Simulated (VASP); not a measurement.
# Si16O (a cell with a defect) in VASP: further runs

The runs below take Si16O (a cell with a defect) through single point, with PBE.

All numbers are computed with VASP 6.6.1; they aren't measurements. Logs are shortened: lines on timing, memory, paths and dates and some standing lists are left out, and cuts for length are marked.

## (1) The structure

The cell holds a defect, 17 atoms: a = 7.679 Å, b = 7.679 Å, c = 7.679 Å, α = 60.00°, β = 60.00°, γ = 60.00°.

The cell was built by a generator and needn't be a form met in nature.

## (2) Single point, PBE, collinear spin, typed start

Contents of INCAR:

```
SYSTEM = Si16O
PREC = Accurate ; ENCUT = 520
EDIFF = 1E-6 ; ISMEAR = -1
SIGMA = 0.05 ; LREAL = Auto
LASPH = .True. ; NELM = 150
ALGO = Normal ; ISIF = 2
LWAVE = .False. ; LCHARG = .True.
ISPIN = 2 ; MAGMOM = 0 0 0 0 0 0 0 0 0 0 0 0 0 0 0 0 1
LORBIT = 11 ; GGA = PE
LELF = .True. ; LVHAR = .True.
NBANDS = 53
```

Contents of KPOINTS:

```
regular mesh
0
Gamma
  2 2 2
  0 0 0
```

Contents of POSCAR:

```
Si16O
1.0
    0.0000000000      5.4300000000      5.4300000000
    5.4300000000      0.0000000000      5.4300000000
    5.4300000000      5.4300000000      0.0000000000
Si O
16 1
Direct
    0.0067764132     -0.0122721971      0.0002605231
    0.1107585956      0.1327034453      0.1270008653
   -0.0216739050      0.0195095304      0.5004501445
    0.1178703067      0.1284710573      0.6260011060
   -0.0089264525      0.5019587272      0.0021611426
    0.1265706037      0.6122569392      0.1296233894
   -0.0126797520      0.5030566829      0.5037919553
    0.0979336197      0.6441285859      0.6262182253
    0.4761189171      0.0513587965     -0.0402599485
    0.6332879686      0.0773178383      0.1327141378
    0.4929378568      0.0033741334      0.5043210735
    0.6052264306      0.1819450817      0.5886300597
    0.4996066318      0.4489831294      0.0078595414
    0.6258449027      0.5822585252      0.1194149330
    0.4716248655      0.5533234902      0.4761543293
    0.6123195324      0.6275264161      0.6326928918
    0.5490877651      0.8167849183      0.9392457305
```

Potentials or basis: VASP PAW PBE potentials, release 64 (Si, O).

Run with:

```bash
$ cat potpaw_PBE.64/Si/POTCAR potpaw_PBE.64/O/POTCAR > POTCAR
$ mpirun -np 1 vasp_std > vasp.out
```

OUTCAR:

```text
SYSTEM = Si16O
   PREC = Accurate
   ENCUT = 520
   EDIFF = 1E-6
   ISMEAR = -1
   LREAL = Auto
   LASPH = .True.
   NELM = 150
   ISIF = 2
   ISPIN = 2
   LORBIT = 11
   GGA = PE

 ion  position               nearest neighbor table
   1  0.007  0.988  0.000-   4 2.35  10 2.35   6 2.35   2 2.36
   2  0.111  0.133  0.127-   9 2.31   5 2.32   3 2.34   1 2.36
   3  0.978  0.020  0.500-   2 2.34   4 2.35   8 2.35  12 2.36
   4  0.118  0.128  0.626-   3 2.35   7 2.35   1 2.35  11 2.35
   5  0.991  0.502  0.002-  14 2.31   2 2.32   6 2.34   8 2.36
   6  0.127  0.612  0.130-   5 2.34   7 2.35   1 2.35  13 2.36
   7  0.987  0.503  0.504-   8 2.35   6 2.35   4 2.35  16 2.35
   8  0.098  0.644  0.626-   7 2.35   3 2.35  15 2.35   5 2.36
   9  0.476  0.051  0.960-  17 1.66   2 2.31  10 2.32  12 2.33  14 2.94
  10  0.633  0.077  0.133-   9 2.32  13 2.33   1 2.35  11 2.35
  11  0.493  0.003  0.504-   4 2.35  10 2.35  16 2.36  12 2.38
  12  0.605  0.182  0.589-   9 2.33  15 2.33   3 2.36  11 2.38
  13  0.500  0.449  0.008-  14 2.33  10 2.33   6 2.36  16 2.38
  14  0.626  0.582  0.119-  17 1.66   5 2.31  15 2.32  13 2.33   9 2.94
  15  0.472  0.553  0.476-  14 2.32  12 2.33  16 2.35   8 2.35
  16  0.612  0.628  0.633-   7 2.35  15 2.35  11 2.36  13 2.38
  17  0.549  0.817  0.939-  14 1.66   9 1.66

  LATTYP: Found a face centered cubic cell.
 ALAT       =    10.8600000000

  Lattice vectors:

 A1 = (   0.0000000000,   5.4300000000,   5.4300000000)
 A2 = (   5.4300000000,   0.0000000000,   5.4300000000)
 A3 = (   5.4300000000,   5.4300000000,   0.0000000000)

Analysis of symmetry for initial positions (statically):
=====================================================================
 Subroutine PRICEL returns:
 Original cell was already a primitive cell.

 Routine SETGRP: Setting up the symmetry group for a
 face centered cubic supercell.

 Subroutine GETGRP returns: Found  1 space group operations
 (whereof  1 operations were pure point group operations)
 out of a pool of 48 trial point group operations.

The static configuration has the point symmetry C_1 .

Analysis of symmetry for dynamics (positions and initial velocities):
=====================================================================
 Subroutine PRICEL returns:
 Original cell was already a primitive cell.

 Routine SETGRP: Setting up the symmetry group for a
 face centered cubic supercell.

 Subroutine GETGRP returns: Found  1 space group operations
 (whereof  1 operations were pure point group operations)
 out of a pool of 48 trial point group operations.

The dynamic configuration has the point symmetry C_1 .

Analysis of structural, dynamic, and magnetic symmetry:
=====================================================================
 Subroutine PRICEL returns:
 Original cell was already a primitive cell.

[... 170 lines left out ...]

 E-fermi :   6.1386     XC(G=0):  -9.5327

 val. band max:        5.8823532384   @ k =   0.0000   0.0000   0.0000
 cond. band min:       6.3730639877   @ k =   0.0000   0.0000   0.0000
 fundamental gap:      0.4907107492
 Fermi energy:         6.1386311928

 spin component 1

 k-point     1 :       0.0000    0.0000    0.0000
  band No.  band energies     occupation
      1     -14.4466      1.00000
      2      -5.8114      1.00000
      3      -4.3856      1.00000
      4      -3.6897      1.00000
      5      -3.6681      1.00000
      6      -3.3233      1.00000
[... 389 lines left out ...]
     46      10.1958      0.00000
     47      10.4755      0.00000
 Fermi energy:         6.1386311928

 spin component 2

 k-point     1 :       0.0000    0.0000    0.0000
  band No.  band energies     occupation
      1     -14.4466      1.00000
      2      -5.8114      1.00000
      3      -4.3856      1.00000
      4      -3.6897      1.00000
      5      -3.6681      1.00000
      6      -3.3233      1.00000
[... 389 lines left out ...]
     46      10.1958      0.00000
     47      10.4755      0.00000
 [bands above 47 left out]

------------------------ aborting loop because EDIFF is reached ----------------------------------------

  FORCE on cell =-STRESS in cart. coord.  units (eV):
  Direction    XX          YY          ZZ          XY          YZ          ZX
  --------------------------------------------------------------------------------------
  -------------------------------------------------------------------------------------
  Total        8.4608907      8.4254185      9.0661381     -3.0158327     -2.3128256      2.2839596
  in kB       42.3347679     42.1572796     45.3631733    -15.0899690    -11.5724147     11.4279811
  external PRESSURE =      43.2850736 kB  Pullay stress =       0.0000000 kB

 VOLUME and BASIS-vectors are now :
 -----------------------------------------------------------------------------
  energy-cutoff  :      520.00
  volume of cell :      320.21
      direct lattice vectors                 reciprocal lattice vectors
     0.000000000  5.430000000  5.430000000    -0.092081031  0.092081031  0.092081031
     5.430000000  0.000000000  5.430000000     0.092081031 -0.092081031  0.092081031
     5.430000000  5.430000000  0.000000000     0.092081031  0.092081031 -0.092081031

 POSITION                                       TOTAL-FORCE (eV/Angst)
 -----------------------------------------------------------------------------------
      5.36478      0.03821      5.40016        -0.011416     -0.018808     -0.001115
      1.41019      1.29103      1.32200        -0.001681      0.015743     -0.001374
      2.82338      8.02975      5.41825         0.012979     -0.003831     -0.001357
      4.09678      4.03922      1.33763        -0.002794      0.007456      0.011568
      2.73737      5.39326      8.10717        -0.000321     -0.006614      0.005372
      4.02841      1.39113      4.01183         0.017443      0.011439      0.000159
[... 9 lines left out ...]
      6.84299      6.76042      6.73236         0.000582     -0.006049      0.005665
      9.53525      8.08165      7.41669        -0.027643     -0.015020     -0.013907
 -----------------------------------------------------------------------------------
    total drift:                                0.001375     -0.004663     -0.008063

  FREE ENERGIE OF THE ION-ELECTRON SYSTEM (eV)
  ---------------------------------------------------
  free  energy   TOTEN  =       -92.6959240427 eV

  energy  without entropy=      -92.6945153776  energy(sigma->0) =      -92.69521971

 total charge

# of ion       s       p       d       tot
------------------------------------------
    1        0.740   0.948   0.000   1.689
    2        0.744   0.978   0.000   1.722
    3        0.739   0.954   0.000   1.693
    4        0.738   0.960   0.000   1.698
    5        0.744   0.978   0.000   1.722
    6        0.739   0.954   0.000   1.693
[... 9 lines left out ...]
   16        0.744   0.936   0.000   1.681
   17        1.576   3.598   0.000   5.174
--------------------------------------------------
tot         13.462  18.890   0.000  32.352

 magnetization (x)

# of ion       s       p       d       tot
------------------------------------------
    1       -0.000  -0.000   0.000  -0.000
    2        0.000  -0.000   0.000  -0.000
    3       -0.000  -0.000   0.000  -0.000
    4        0.000   0.000   0.000   0.000
    5       -0.000  -0.000   0.000  -0.000
    6       -0.000  -0.000   0.000  -0.000
[... 9 lines left out ...]
   16        0.000  -0.000   0.000  -0.000
   17       -0.000  -0.000   0.000  -0.000
--------------------------------------------------
tot         -0.000  -0.000   0.000  -0.000
```

OSZICAR:

```text
N       E                     dE             d eps       ncg     rms          rms(c)
DAV:   1     0.192427334241E+03    0.19243E+03   -0.27083E+04  1696   0.109E+03
DAV:   2    -0.753540279084E+02   -0.26778E+03   -0.25133E+03  2055   0.175E+02
DAV:   3    -0.951309889411E+02   -0.19777E+02   -0.19487E+02  2123   0.446E+01
DAV:   4    -0.955203237598E+02   -0.38933E+00   -0.38817E+00  2163   0.744E+00
DAV:   5    -0.955278829043E+02   -0.75591E-02   -0.75545E-02  2126   0.999E-01    0.177E+01
DAV:   6    -0.929205670627E+02    0.26073E+01   -0.78059E+00  2395   0.136E+01    0.101E+01
DAV:   7    -0.927888794227E+02    0.13169E+00   -0.32331E+00  1916   0.566E+00    0.476E+00
DAV:   8    -0.926975529526E+02    0.91326E-01   -0.68018E-01  2344   0.388E+00    0.224E+00
DAV:   9    -0.926955609146E+02    0.19920E-02   -0.15456E-01  1939   0.158E+00    0.824E-01
DAV:  10    -0.926921343232E+02    0.34266E-02   -0.91380E-02  2088   0.119E+00    0.326E-01
DAV:  11    -0.926953839804E+02   -0.32497E-02   -0.15618E-02  1979   0.433E-01    0.266E-01
DAV:  12    -0.926957757286E+02   -0.39175E-03   -0.13593E-03  2184   0.166E-01    0.131E-01
DAV:  13    -0.926958819697E+02   -0.10624E-03   -0.11828E-03  2059   0.131E-01    0.430E-02
DAV:  14    -0.926959188431E+02   -0.36873E-04   -0.80090E-05  2056   0.395E-02    0.169E-02
DAV:  15    -0.926959213206E+02   -0.24775E-05   -0.61901E-06  2216   0.127E-02    0.704E-03
DAV:  16    -0.926959233780E+02   -0.20574E-05   -0.41873E-06  1936   0.728E-03    0.311E-03
DAV:  17    -0.926959240427E+02   -0.66466E-06   -0.84420E-07  1424   0.493E-03
   1 F= -.92695924E+02 E0= -.92695220E+02  d E =-.140867E-02  mag=     0.0000
```

Wall time 11 min (1 thread of Intel Xeon 6975P-C (Granite Rapids), shared host); peak memory 0.71 GiB.

Results:

```
Free energy                                           : -92.6959 eV
Pressure                                              : 4.3 GPa
Largest force                                         : 0.075 eV/Å
Band gap on the k mesh                                : 0.49 eV, direct
Net moment                                            : 0.00 μB per cell
Valence electrons inside the program's atomic spheres : Si 1.69, 1.72, 1.70, 1.71, 1.68; O 5.17
```

Forces on the atoms (eV/Å):
```
Si  -0.011 -0.019 -0.001
Si  -0.002  0.016 -0.001
Si   0.013 -0.004 -0.001
Si  -0.003  0.007  0.012
Si   0.000 -0.007  0.005
Si   0.017  0.011  0.000
Si  -0.002 -0.005 -0.014
Si  -0.008  0.000  0.005
Si   0.036 -0.014  0.063
Si   0.025  0.002 -0.008
Si  -0.002 -0.008 -0.005
Si  -0.001 -0.003 -0.004
Si  -0.013 -0.005  0.006
Si  -0.023  0.050 -0.052
Si   0.001 -0.001  0.005
Si   0.001 -0.006  0.006
O   -0.028 -0.015 -0.014
```

Caveat: the k mesh is coarse (spacing up to 0.50 Å⁻¹), so the values aren't converged.

## (3) Single point, PBE, collinear spin, typed start

Contents of INCAR:

```
SYSTEM = Si16O
ALGO     = Normal         ! electronic algorithm
EDIFF    = 1E-6           ! SCF threshold, eV
ENCUT    = 520            ! plane-wave cutoff, eV
GGA      = PE             ! functional
ISIF     = 2              ! what is computed and relaxed
ISMEAR   = -1             ! smearing method
ISPIN    = 2              ! spin polarisation
LASPH    = .True.         ! aspherical terms in the spheres
LCHARG   = .True.         ! write CHGCAR
LELF     = .True.         ! ELF
LORBIT   = 11             ! projections on sites
LREAL    = Auto         
LVHAR    = .True.       
LWAVE    = .False.        ! write WAVECAR
MAGMOM   = 0 0 0 0 0 0 0 0 0 0 0 0 0 0 0 0 1 ! initial moments
NBANDS   = 53             ! bands
NELM     = 150            ! most SCF steps
PREC     = Accurate       ! precision mode
SIGMA    = 0.05           ! smearing width, eV
```

Contents of KPOINTS:

```
k-points
0
Gamma
  2 2 2
  0 0 0
```

Contents of POSCAR:

```
Si16O
1.0
    0.0000000000      5.4300000000      5.4300000000
    5.4300000000      0.0000000000      5.4300000000
    5.4300000000      5.4300000000      0.0000000000
Si O
16 1
Direct
   -0.0072122405     -0.0191947363      0.0278469772
    0.1196457901      0.1235635629      0.1342281686
   -0.0482522934      0.0436857018      0.4994831441
    0.1257406344      0.0713632446      0.6542396589
   -0.0047499394      0.4929078914      0.0133405752
    0.1225570174      0.6053420710      0.1471138100
    0.0001776463      0.4428754473      0.5201846578
    0.1119535037      0.5743279232      0.6479264310
    0.4930980760      0.0126955451     -0.0008306870
    0.6186152633      0.1220307407      0.1384506347
    0.4971818306     -0.0027009527      0.5133212233
    0.5806673186      0.1760577123      0.6260637074
    0.4966871315      0.4965483156      0.0077350146
    0.6193295036      0.6371894040      0.1186052653
    0.4682407610      0.5475810704      0.4921478798
    0.6251563144      0.6214754733      0.6327645873
    0.9302118424      0.8090647453      0.5751206919
```

Potentials or basis: VASP PAW PBE potentials, release 64 (Si, O).

Run with:

```bash
$ cat potpaw_PBE.64/Si/POTCAR potpaw_PBE.64/O/POTCAR > POTCAR
$ mpirun -np 1 vasp_std > vasp.out
```

Wall time 5.8 min (1 thread of Intel Xeon Platinum 8488C (Sapphire Rapids), shared host); peak memory 0.71 GiB.

Results (log left out):

```yaml
Free_energy: -92.6964 eV
Pressure: 4.3 GPa
Largest_force: 0.077 eV/Å
Band_gap_on_the_k_mesh: 0.49 eV, direct
Net_moment: 0.00 μB per cell
Valence_electrons_inside_the_program's_atomic_spheres: Si 1.69, 1.72, 1.71, 1.70, 1.68; O 5.17
```

Forces on the atoms (eV/Å):
```
Si   0.003 -0.001  0.000
Si  -0.004  0.000  0.004
Si   0.044 -0.018  0.055
Si   0.001 -0.010  0.002
Si   0.006  0.007  0.003
Si  -0.003  0.003  0.004
Si  -0.003  0.001 -0.001
Si  -0.048  0.059 -0.012
Si  -0.001 -0.001  0.003
Si  -0.001  0.000 -0.001
Si  -0.002 -0.003 -0.009
Si  -0.001  0.004 -0.004
Si  -0.003 -0.003 -0.002
Si   0.004 -0.002  0.000
Si   0.000  0.002 -0.005
Si   0.008 -0.002 -0.004
O    0.001 -0.036 -0.031
```

Stress tensor (GPa, compression positive):
```
 4.53 -1.14  1.16
-1.14  4.24 -1.52
 1.16 -1.52  4.23
```

Levels at points of the mesh, in eV from the valence-band top:
Spin up:
```tsv
k point	band 31	band 32	band 33	band 34	band 35	band 36	band 37	band 38	band 39	band 40
(0.00, 0.00, 0.00)	-0.96	-0.92	-0.32	-0.06	0.00	0.49	0.79	0.82	0.99	1.18
(0.50, 0.00, 0.00)	-1.44	-1.21	-0.80	-0.61	-0.54	1.32	1.43	1.59	1.71	1.80
(0.00, 0.50, 0.00)	-1.41	-0.74	-0.67	-0.66	-0.06	1.16	1.46	1.55	1.56	1.72
(0.00, 0.00, 0.50)	-1.47	-1.22	-0.75	-0.63	-0.56	1.21	1.47	1.62	1.67	1.73
(0.50, 0.50, 0.50)	-1.44	-1.22	-0.79	-0.61	-0.54	1.32	1.43	1.60	1.71	1.80
(0.50, 0.50, 0.00)	-1.50	-1.43	-1.26	-1.18	-0.49	1.27	1.47	2.33	2.40	2.51
(0.00, 0.50, 0.50)	-1.43	-1.36	-1.33	-1.02	-0.94	1.43	1.48	2.31	2.41	2.55
(0.50, 0.00, 0.50)	-1.50	-1.43	-1.26	-1.18	-0.51	1.28	1.47	2.33	2.41	2.51
```
Spin down:
| k point | band 32 | band 33 | band 34 | band 35 | band 36 | band 37 | band 38 | band 39 |
| --- | --- | --- | --- | --- | --- | --- | --- | --- |
| (0.00, 0.00, 0.00) | -0.92 | -0.32 | -0.06 | 0.00 | 0.49 | 0.79 | 0.82 | 0.99 |
| (0.50, 0.00, 0.00) | -1.21 | -0.80 | -0.61 | -0.54 | 1.32 | 1.43 | 1.59 | 1.71 |
| (0.00, 0.50, 0.00) | -0.74 | -0.67 | -0.66 | -0.06 | 1.16 | 1.46 | 1.55 | 1.56 |
| (0.00, 0.00, 0.50) | -1.22 | -0.75 | -0.63 | -0.56 | 1.21 | 1.47 | 1.62 | 1.67 |
| (0.50, 0.50, 0.50) | -1.22 | -0.79 | -0.61 | -0.54 | 1.32 | 1.43 | 1.60 | 1.71 |
| (0.50, 0.50, 0.00) | -1.43 | -1.26 | -1.18 | -0.49 | 1.27 | 1.47 | 2.33 | 2.40 |
| (0.00, 0.50, 0.50) | -1.36 | -1.33 | -1.02 | -0.94 | 1.43 | 1.48 | 2.31 | 2.41 |
| (0.50, 0.00, 0.50) | -1.43 | -1.26 | -1.18 | -0.51 | 1.28 | 1.47 | 2.33 | 2.41 |

Caveat: the k mesh is coarse (spacing up to 0.50 Å⁻¹), so the values aren't converged.
